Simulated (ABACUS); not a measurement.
# Sc (P-1) in ABACUS: equation of state

How stiff is Sc in PBE, and what volume does it want? The cell is scaled to several volumes.

Program: ABACUS 3.10.1. These are calculated values, not measurements. Logs are shortened: lines on timing, memory, paths and dates and some standing lists are left out, and cuts for length are marked.

## (1) The crystal as given

The typed cell holds 1 atom: a = 3.202 Å, b = 3.216 Å, c = 3.226 Å, α = 61.44°, β = 61.31°, γ = 62.16°.

This isn't the form of Sc at room conditions, which is hcp.

## (2) Equation of state, PBE, 22.89 Å³/atom (volume scaled by 0.94)

Contents of INPUT:

```
INPUT_PARAMETERS
suffix              Sc
calculation         scf
basis_type          pw
pseudo_dir          ./
symmetry            1
dft_functional      pbe
ecutwfc             79
pseudo_rcut         10
nspin               1
nbands              10
ks_solver           dav
smearing_method     fd
smearing_sigma      0.00367493
scf_thr             1e-08
scf_nmax            100
mixing_type         broyden
mixing_beta         0.7
cal_force           1
cal_stress          1
kpar                4
```

Contents of STRU:

```
ATOMIC_SPECIES
Sc 44.9559 Sc.upf

LATTICE_CONSTANT
1.8897261246

LATTICE_VECTORS
3.1365971845 0.0000000000 0.0000000000
1.4714439712 2.7860806271 0.0000000000
1.5173726363 0.9075344187 2.6195907938

ATOMIC_POSITIONS
Direct

Sc
0.0
1
0.0000000000 0.0000000000 0.0000000000 1 1 1
```

Contents of KPT:

```
K_POINTS
0
Gamma
10 10 10 0 0 0
```

Potentials or basis: PseudoDojo NC SR 0.4.1 PBE standard, plane waves.

Command:

```bash
$ OMP_NUM_THREADS=1 mpirun -np 4 abacus > log
```

running log:

```text
ABACUS v3.10.1

               Atomic-orbital Based Ab-initio Computation at UStc

 ------------------------------------------------------------------------------------

 READING GENERAL INFORMATION
                           global_out_dir = OUT.Sc/
                           global_in_card = INPUT
                               pseudo_dir = ./
                              orbital_dir =
                                    DSIZE = 4
                                    GSIZE = 1

 READING UNITCELL INFORMATION
                                    ntype = 1
                  lattice constant (Bohr) = 1.88973
              lattice constant (Angstrom) = 1

 READING ATOM TYPE 1
                               atom label = Sc
                      L=0, number of zeta = 1
                      L=1, number of zeta = 1
                      L=2, number of zeta = 1
             number of atom for this type = 1

                        TOTAL ATOM NUMBER = 1
DIRECT COORDINATES
    atom                   x                   y                   z     mag                  vx                  vy                  vz
taud_Sc1            0.0000000000        0.0000000000        0.0000000000  0.0000        0.0000000000        0.0000000000        0.0000000000

                          Volume (Bohr^3) = 154.484
                             Volume (A^3) = 22.8921

 Lattice vectors: (Cartesian coordinate: in unit of a_0)
              +3.1366                  +0                  +0
             +1.47144            +2.78608                  +0
             +1.51737           +0.907534            +2.61959
 Reciprocal vectors: (Cartesian coordinate: in unit of 2 pi/a_0)
            +0.318817            -0.16838           -0.126338
                   -0           +0.358927           -0.124347
                   +0                  -0           +0.381739
 The esolver type has been set to : ksdft_pw

                PAO radial cut off (Bohr) = 10

 Read in pseudopotential file is Sc.upf
                     pseudopotential type = NC
          exchange-correlation functional = PBE
                 nonlocal core correction = 1
                        valence electrons = 11
                                     lmax = 2
                           number of zeta = 4
[... 5 lines left out ...]
                           L of projector = 2
                           L of projector = 2
     initial pseudo atomic orbital number = 10

 SETUP THE ELECTRONS NUMBER
            electron number of element Sc = 11
      total electron number of element Sc = 11
            AUTOSET number of electrons:  = 11
                           occupied bands = 6
                                   NBANDS = 10
                                   NLOCAL = 9

%%%%%%%%%%%%%%%%%%%%%%%%%%%%%%%%%%%%%%%%%%%%%%%%%%%%%%%%%%%%%%%%%%%%%%%%%%%%%%%%%%%%%%%%%%%%%%%%%%%%%%%%%%
 Warning: the number of valence electrons in pseudopotential > 3 for Sc: [Ar] 3d1 4s2
 Pseudopotentials with additional electrons can yield (more) accurate outcomes, but may be less efficient.
 If you're confident that your chosen pseudopotential is appropriate, you can safely ignore this warning.
%%%%%%%%%%%%%%%%%%%%%%%%%%%%%%%%%%%%%%%%%%%%%%%%%%%%%%%%%%%%%%%%%%%%%%%%%%%%%%%%%%%%%%%%%%%%%%%%%%%%%%%%%%

 SETUP THE PLANE WAVE BASIS
 energy cutoff for charge/potential (unit:Ry) = 316
            fft grid for charge/potential = [ 36, 36, 36 ]
                        fft grid division = [ 1, 1, 1 ]
        big fft grid for charge/potential = [ 36, 36, 36 ]
                                     nbxx = 46656
                                     nrxx = 46656

 SETUP PLANE WAVES FOR CHARGE/POTENTIAL
                    number of plane waves = 14637
                         number of sticks = 781

 PARALLEL PW FOR CHARGE/POTENTIAL
     PROC   COLUMNS(POT)             PW
        1            781          14637
 --------------- sum -------------------
        1            781          14637
                            number of |g| = 7319
                                  max |g| = 28.5804
                                  min |g| = 0

----------- Double Check Mixing Parameters Begin ------------
mixing_type: broyden
mixing_beta: 0.7
mixing_gg0: 1
mixing_gg0_min: 0.1
mixing_ndim: 8
----------- Double Check Mixing Parameters End ------------

 LATTICE VECTORS: (CARTESIAN COORDINATE: IN UNIT OF A0)
              +3.1366                  +0                  +0
             +1.47144            +2.78608                  +0
             +1.51737           +0.907534            +2.61959
                       right hand lattice = 1
                                   NORM_A = 3.1366
                                   NORM_B = 3.15078
                                   NORM_C = 3.16043
                           ALPHA (DEGREE) = 61.4362
                           BETA  (DEGREE) = 61.307
                           GAMMA (DEGREE) = 62.1596

 The lattice vectors have been changed (STRU_SIMPLE.cif)

(for optimal symmetric configuration:)
                             BRAVAIS TYPE = 14
                     BRAVAIS LATTICE NAME = 14. Triclinic cell
                                    ibrav = 14
                                    IBRAV = 14
                                  BRAVAIS = TRICLINIC CELL
                       LATTICE CONSTANT A = 5.42569
                                B/A RATIO = 0.582493
                                C/A RATIO = 0.598222
                               COS(ALPHA) = 0.000176072
                                COS(BETA) = 0.301745
                               COS(GAMMA) = 0.860155
Original cell was already a primitive cell.
                        ROTATION MATRICES = 2
              PURE POINT GROUP OPERATIONS = 2
                   SPACE GROUP OPERATIONS = 2
                                       C2 = 0
                                       C3 = 0
                                       C4 = 0
                                       C6 = 0
                                       S1 = 0
                                       S3 = 0
                                       S4 = 0
                                       S6 = 0
                              POINT GROUP = S_2
                                       C2 = 0
                                       C3 = 0
                                       C4 = 0
                                       C6 = 0
                                       S1 = 0
                                       S3 = 0
                                       S4 = 0
                                       S6 = 0
               POINT GROUP IN SPACE GROUP = S_2

 SETUP K-POINTS
                                    nspin = 1
                   Input type of k points = Monkhorst-Pack(Gamma)
                                   nkstot = 1000
                       right hand lattice = 1
(for reciprocal lattice: )
                             BRAVAIS TYPE = 14
                     BRAVAIS LATTICE NAME = 14. Triclinic cell
                                    ibrav = 14
                       right hand lattice = 1
(for k-lattice: )
                             BRAVAIS TYPE = 14
                     BRAVAIS LATTICE NAME = 14. Triclinic cell
                                    ibrav = 14
                       right hand lattice = 1
                        ROTATION MATRICES = 2
                               nkstot_ibz = 504
K-POINTS REDUCTION ACCORDING TO SYMMETRY
     IBZ    DIRECT_X    DIRECT_Y    DIRECT_Z  WEIGHT  ibz2bz
       1  0.00000000  0.00000000  0.00000000  0.0010       0
       2  0.10000000  0.00000000  0.00000000  0.0020       1
       3  0.20000000  0.00000000  0.00000000  0.0020       2
       4  0.30000000  0.00000000  0.00000000  0.0020       3
       5  0.40000000  0.00000000  0.00000000  0.0020       4
       6  0.50000000  0.00000000  0.00000000  0.0010       5
[... 22 lines left out ...]
      29  0.20000000  0.30000000  0.00000000  0.0020      32
      30  0.30000000  0.30000000  0.00000000  0.0020      33
[... 474 further k points ...]

                               nkstot now = 504
[... K-POINTS DIRECT COORDINATES: 504 rows ...]

           k-point number in this process = 126
       minimum distributed K point number = 126
[... stars of the k points ...]

[... K-POINTS CARTESIAN COORDINATES: 126 rows ...]

[... K-POINTS DIRECT COORDINATES: 126 rows ...]

 SETUP PLANE WAVES FOR WAVE FUNCTIONS
     energy cutoff for wavefunc (unit:Ry) = 79
              fft grid for wave functions = [ 36, 36, 36 ]
                    number of plane waves = 2381
                         number of sticks = 235

 PARALLEL PW FOR WAVE FUNCTIONS
     PROC   COLUMNS(POT)             PW
        1            235           2381
 --------------- sum -------------------
        1            235           2381

 SETUP NONLOCAL PSEUDOPOTENTIALS IN PLANE WAVE BASIS
 Sc non-local projectors:
 projector 1 L=0
 projector 2 L=0
 projector 3 L=1
 projector 4 L=1
 projector 5 L=2
 projector 6 L=2
      TOTAL NUMBER OF NONLOCAL PROJECTORS = 18

 Init Non-Local PseudoPotential table :
 Init Non-Local-Pseudopotential done.

                                     npwx = 1850

 Make real space PAO into reciprocal space.
       max mesh points in Pseudopotential = 1001
     dq(describe PAO in reciprocal space) = 0.01
                                    max q = 1071

 number of pseudo atomic orbitals for Sc is 4
WARNING: norm of atomic wavefunction # 3 of atomic type Sc is 0.999925, renormalized
WARNING: norm of atomic wavefunction # 4 of atomic type Sc is 0.999377, renormalized

 -------------------------------------------
 SELF-CONSISTENT
 -------------------------------------------
                                 init_chg = atomic

 PW ALGORITHM --------------- ION=   1  ELEC=   1--------------------------------
 Notice: Threshold on eigenvalues was too large.
 hsover_error=0.11 > DRHO=0.00861873
 Origin diag ethr = 0.01
 New diag ethr = 7.83521e-05

 Density error is 0.00880188615841
                          Error Threshold = 7.83520658782e-05
----------------------------------------------------------
     Energy           Rydberg                 eV
----------------------------------------------------------
 E_KohnSham     -96.7817040921       -1316.7826378029
 E_Harris       -97.4288703355       -1325.5877862656
 E_Fermi        0.7622870655         10.3714476022
----------------------------------------------------------
[... 51 lines left out ...]
 Density error is 3.9238773645e-10
                          Error Threshold = 9.25897211378e-11
----------------------------------------------------------
     Energy           Rydberg                 eV
----------------------------------------------------------
 E_KohnSham     -96.7838226768       -1316.8114626264
 E_KS(sigma->0) -96.7832244907       -1316.8033238867
 E_Harris       -96.7837036431       -1316.8098430892
 E_band         -11.5712393546       -157.4347881447
 E_one_elec     -35.7682608770       -486.6521554781
 E_Hartree      20.3335088180        276.6515802587
 E_xc           -16.2275369415       -220.7869669101
 E_Ewald        -65.1203373041       -886.0076430175
 E_entropy(-TS) -0.0011963722        -0.0162774794
 E_descf        0.0000000000         0.0000000000
 E_exx          0.0000000000         0.0000000000
 E_Fermi        0.7479673994         10.1766185495
----------------------------------------------------------

 charge density convergence is achieved
 final etot is -1316.8114626 eV
 EFERMI = 10.176618549 eV

 STATE ENERGY(eV) AND OCCUPATIONS    NSPIN == 1
 1/126 kpoint (Cartesian) = 0.0000 0.0000 0.0000 (1839 pws)
       1       -39.0691     0.00200000
       2       -17.4424     0.00200000
       3       -17.4392     0.00200000
       4       -17.4184     0.00200000
       5        4.86405     0.00200000
       6        11.6967    1.25142e-16
       7        11.7826    2.24748e-17
       8        12.0964    4.22600e-20
       9        13.3385    6.87691e-31
      10        13.4520    7.10401e-32
[... 49 lines left out ...]
 6/126 kpoint (Cartesian) = 0.15941 -0.084190 -0.063169 (1834 pws)
       1       -38.9899     0.00200000
       2       -17.9391     0.00200000
       3       -17.4965     0.00200000
       4       -17.4889     0.00200000
       5        8.32078     0.00200000
       6        10.4901    3.78098e-06
       7        11.5981    9.00140e-16
       8        11.9244    1.31819e-18
       9        14.2418    9.80215e-39
      10        14.4481    1.58365e-40

[... levels at 120 further k points ...]

------------------------------------------------------------------------------------------
 TOTAL-FORCE (eV/Angstrom)
------------------------------------------------------------------------------------------
                       Sc1         0.0000000000         0.0000000000         0.0000000000
------------------------------------------------------------------------------------------

----------------------------------------------------------------
 TOTAL-STRESS (KBAR)
----------------------------------------------------------------
        54.6453074950        11.0683199436         5.8620911758
        11.0683199436        38.0467518807         5.0747908681
         5.8620911758         5.0747908681        38.5441410673
----------------------------------------------------------------
 TOTAL-PRESSURE: 43.745400 KBAR

 --------------------------------------------
 !FINAL_ETOT_IS -1316.8114626263907212 eV
 --------------------------------------------
```

Run time: 30 s. Hardware: 4 MPI ranks of Intel Xeon Platinum 8488C (Sapphire Rapids), shared host; peak memory 0.4 GiB.

Results:

| Quantity | Value |
| --- | --- |
| Free energy | -1316.8115 eV |
| Pressure | 4.4 GPa |
| Band gap on the k mesh | none (metal or under the smearing width) |

## (3) Equation of state, PBE, 23.38 Å³/atom (volume scaled by 0.96)

INPUT is that of step 2.

Contents of STRU:

```
ATOMIC_SPECIES
Sc 44.9559 Sc.upf

LATTICE_CONSTANT
1.8897261246

LATTICE_VECTORS
3.1586866249 0.0000000000 0.0000000000
1.4818065941 2.8057015597 0.0000000000
1.5280587111 0.9139257167 2.6380392241

ATOMIC_POSITIONS
Direct

Sc
0.0
1
0.0000000000 0.0000000000 0.0000000000 1 1 1
```

KPT is that of step 2.

Potentials or basis: PseudoDojo NC SR 0.4.1 PBE standard, plane waves.

Command:

```bash
$ OMP_NUM_THREADS=1 mpirun -np 4 abacus > log
```

Run time: 30 s. Hardware: 4 MPI ranks of Intel Xeon Platinum 8488C (Sapphire Rapids), shared host; peak memory 0.4 GiB.

It converged, with:

```yaml
Free_energy: -1316.8228 eV
Pressure: 3.1 GPa
Band_gap_on_the_k_mesh: none (metal or under the smearing width)
```

(Part 1 of 2 ends here.)
